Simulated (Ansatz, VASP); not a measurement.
**Two plane-wave programs on HfB3**

```
CELL_PARAMETERS angstrom
-2.27903 2.27903 2.27903
2.27903 -2.27903 2.27903
2.27903 2.27903 -2.27903
ATOMIC_POSITIONS crystal
Hf 0.00000 0.00000 0.00000
B 0.00000 0.50000 0.50000
B 0.50000 0.00000 0.50000
B 0.50000 0.50000 0.00000
```

Alike in both runs: functional PBE; k mesh 14 × 14 × 14; occupations gaussian, width 0.1 eV; no spin polarisation.

Ansatz relaxed the structure, and its values are those at the end. VASP's run is a single point on that final structure, the one shown.

```csv
,VASP,Ansatz
version,VASP 6.6.1,Ansatz 0.2.0
potentials or method,"VASP PAW PBE potentials, release 64 (Hf_pv, B)","scalar-relativistic, plane waves, PAW"
plane-wave cutoff (eV),520,420
valence electrons in the cell,19,35
```

|  | VASP | Ansatz | Ansatz less VASP |
| --- | --- | --- | --- |
| gap on the k mesh at the Fermi level (eV) | none | none | - |
| pressure (GPa) | 0.2 | 0.0 | -0.13 |

A gap of «none» marks a metal or a gap that the smearing closes. The two sets of potentials don't hold the same shells in valence.

Spin-orbit coupling is left out, which matters for the levels of Hf.
